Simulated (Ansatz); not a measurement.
# Compressing Al2Ru

Method: DFT PBEsol, scalar-relativistic, plane waves, PAW (Ansatz). (420 eV cutoff, 18×18×18 k-mesh, Gaussian smearing of 0.10 eV, no spin polarisation)

Starting point, cell and atoms relaxed:

```
Al Ru
1.0
    -1.56068    1.56068    4.21155
     1.56068   -1.56068    4.21155
     1.56068    1.56068   -4.21155
Al Ru
2 1
Direct
  0.65908 0.65908 0.00000
  0.34092 0.34092 0.00000
  0.00000 0.00000 0.00000
```

Cell and atoms are relaxed at each pressure within the symmetry of the start, at zero temperature, so transitions that lower the symmetry aren't seen. The k-mesh given is that at zero pressure and may differ at others. a, b and c are the lengths of the cell vectors above.

```csv
P (GPa),V (Å³/atom),V/V0,a (Å),b (Å),c (Å)
-1,13.75,1.006,4.764,4.764,4.764
0,13.68,1.000,4.755,4.755,4.755
1,13.60,0.994,4.746,4.746,4.746
4,13.39,0.979,4.719,4.719,4.719
12,12.89,0.943,4.659,4.659,4.659
25,12.25,0.896,4.579,4.579,4.579
50,11.35,0.829,4.465,4.465,4.465
90,10.36,0.757,4.336,4.336,4.336
```

Question: What bulk modulus and pressure derivative fit these points?

Answer: A third-order Birch–Murnaghan fit gives B0 = 180 GPa and B0' = 4.2.